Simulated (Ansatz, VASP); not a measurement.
# Ga2GeSe2S2: VASP beside Ansatz, part 2 of 2

Aim: how closely do two programs agree when they are given the same cell, functional and k mesh? The cell is taken from a series of runs on this material, whose earlier steps may have relaxed, scaled, displaced or heated it; both programs get it as it stands.

VASP 6.6.1 and Ansatz 0.2.0.

So far: Starting point; Ansatz: single point, HSE06; VASP: single point, HSE06.

### Step 3. VASP: single point, HSE06 (continued)

Level of this step: HSE06; plane waves and PAW (Ge_d, Se, Ga_d, S) (VASP).

Numbers of over 12 decimals in the logs are rounded to 6 here.

From OUTCAR (step 3):

```text
ion  position               nearest neighbor table
   1  0.000  0.000  0.410-   3 2.54   3 2.54   3 2.54   2 2.54   2 2.54   2 2.54
   2  0.333  0.667  0.443-   1 2.54   1 2.54   1 2.54
   3  0.667  0.333  0.377-   1 2.54   1 2.54   1 2.54
   4  0.000  0.000  0.600-   6 2.31   6 2.31   6 2.31   5 2.41
   5  0.000  0.000  0.547-   7 2.31   7 2.31   7 2.31   4 2.41
   6  0.333  0.667  0.623-   4 2.31   4 2.31   4 2.31
   7  0.333  0.667  0.523-   5 2.31   5 2.31   5 2.31

  LATTYP: Found a hexagonal cell.
 ALAT       =     3.5321543172
 C/A-ratio  =    12.9382795586

 Subroutine GETGRP returns: Found  6 space group operations
 (whereof  6 operations were pure point group operations)

The static configuration has the point symmetry C_3v.

 Found      3 irreducible k-points:

   k-points           NKPTS =      3   k-points in BZ     NKDIM =      9   number of bands    NBANDS=     39

   dimension x,y,z NGX =    24 NGY =   24 NGZ =  320
   dimension x,y,z NGXF=    48 NGYF=   48 NGZF=  640

   ENCUT  =  410.0 eV  30.13 Ry    5.49 a.u.   5.83  5.83 75.45*2*pi/ulx,y,z

   NELECT =      64.0000    total number of electrons

 k-points in reciprocal lattice and weights: Automatic mesh
   0.00000000  0.00000000  0.00000000       0.111
   0.33333333  0.00000000  0.00000000       0.667
   0.33333333  0.33333333  0.00000000       0.222

  exchange ACFDT corr.  =         0.00000000  see jH, gK, PRB 81, 115126

 dipolmoment           0.000000      0.000000     -0.006220 electrons x Angstroem

 average (electrostatic) potential at core
       1 -75.2849       2 -56.5785       3 -56.5796       4 -65.9085       5 -65.9074
       6 -90.4469       7 -90.4477

 E-fermi :  -2.3051

 k-point     1 :       0.0000    0.0000    0.0000
  band No.  band energies     occupation
    ...
     28      -3.8117      2.00000
     29      -3.5635      2.00000
     30      -3.5635      2.00000
     31      -3.0111      2.00000
     32      -3.0111      2.00000
     33      -0.5233      0.00000
     34       0.3020      0.00000
     35       1.1650      0.00000
     36       1.4744      0.00000
     37       2.2367      0.00000
    ...

 k-point     2 :       0.3333    0.0000    0.0000
  band No.  band energies     occupation
    ...
     28      -5.7093      2.00000
     29      -5.6305      2.00000
     30      -4.4378      2.00000
     31      -4.0678      2.00000
     32      -3.2804      2.00000
     33      -1.6016      0.00000
     34      -0.1813      0.00000
     35       0.6844      0.00000
     36       2.2655      0.00000
     37       2.3928      0.00000
    ...

 k-point     3 :       0.3333    0.3333    0.0000
  band No.  band energies     occupation
    ...
     28      -6.4243      2.00000
     29      -5.7142      2.00000
     30      -5.3172      2.00000
     31      -4.3778      2.00000
     32      -4.3041      2.00000
     33      -1.0224      0.00000
     34      -0.3922      0.00000
     35       1.4368      0.00000
     36       2.1716      0.00000
     37       2.7536      0.00000
    ...

  Total        5.6658162      5.6658162     -0.2214344     -0.0000000      0.0000000      0.0000000
  in kB       18.3842914     18.3842914     -0.7185046     -0.0000000      0.0000000      0.0000000
  external PRESSURE =      12.0166927 kB  Pullay stress =       0.0000000 kB

  energy-cutoff  :      410.00
  volume of cell :      493.77
      direct lattice vectors                 reciprocal lattice vectors
     3.532154317  0.000000000  0.000000000     0.283113338  0.163455562 -0.000000000
    -1.766077159  3.058935369  0.000000000     0.000000000  0.326911124  0.000000000
     0.000000000  0.000000000 45.700000000     0.000000000 -0.000000000  0.021881838

 POSITION                                       TOTAL-FORCE (eV/Angst)
 -----------------------------------------------------------------------------------
      0.00000      0.00000     18.72497         0.000000      0.000000     -0.004416
     -0.00000      2.03929     20.23448        -0.000000      0.000000     -0.653625
      1.76608      1.01965     17.21902        -0.000000      0.000000      0.536577
      0.00000      0.00000     27.40158         0.000000     -0.000000      0.234717
      0.00000      0.00000     24.99453         0.000000      0.000000     -0.220393
     -0.00000      2.03929     28.48098         0.000000      0.000000      0.124941
     -0.00000      2.03929     23.91413        -0.000000     -0.000000     -0.017802
 -----------------------------------------------------------------------------------
    total drift:                               -0.000001      0.000001      0.002954

  FREE ENERGIE OF THE ION-ELECTRON SYSTEM (eV)
  ---------------------------------------------------
  free  energy   TOTEN  =       -33.5697713930 eV

  energy  without entropy=      -33.5697713930  energy(sigma->0) =      -33.56977139

 vacuum level on the upper side and lower side of the slab         2.882         2.986

 total charge
# of ion       s       p       d       tot
------------------------------------------
    1        1.005   1.067  10.147  12.219
    2        1.489   2.398   0.035   3.922
    3        1.487   2.400   0.035   3.922
    4        0.838   0.817  10.044  11.699
    5        0.838   0.817  10.043  11.698
    6        1.330   2.446   0.000   3.776
    7        1.332   2.444   0.000   3.776
--------------------------------------------------
tot          8.318  12.389  30.304  51.011
```

### Step 4. Comparison

Known differences besides the potentials themselves: exact exchange at q = 0 is treated differently, which shows on coarse meshes; VASP keeps PBE cores, Ansatz makes them for the functional; Ansatz cuts the interaction across the vacuum, VASP repeats the sheet with a dipole correction (LDIPOL); the data sets hold 84 valence electrons in Ansatz (on its PAW soft_1 files) and 64 in VASP; the cutoff is 420 eV in Ansatz and 410 eV in VASP; VASP takes a coarser grid for exact exchange (PRECFOCK = Fast). Total energies have different zeros and are not compared.

Both answers:

| quantity | Ansatz | VASP | difference |
| --- | --- | --- | --- |
| gap on the k mesh (eV) | 1.382 | 1.409 | -0.027 |

A gap on the mesh is an upper bound, since the band edges may lie between its points. Where the cell holds vacuum, a pressure given here is an average over it and none of the material.

### Step 5. Results

```yaml
difference_in_gap_on_the_k_mesh_single_point_hse06: -0.027 eV
```

What this shows: The difference in gap on the k mesh is -0.027 eV (single point, HSE06), within the 0.08 eV picked in this series as the mark of a large difference. The data sets hold unlike numbers of valence electrons (84 in Ansatz and 64 in VASP), so part of the differences may come from the potentials. Such differences can come from data sets, numerical settings and the points named under the comparisons, not from the functional's error against experiment.

[Lines on the potential files, build, host, timing and source positions are cut from VASP's logs without a mark.]

[Logs are printed without paths, hosts, clocks, repeated set-up lines and the standing remarks that a program may print on its own settings, such as how far it seeks lower states.]

[Hosts, paths, dates, database ids (printed as entryN), source tags and the programs' standing remarks are cut or masked in the printed files.]
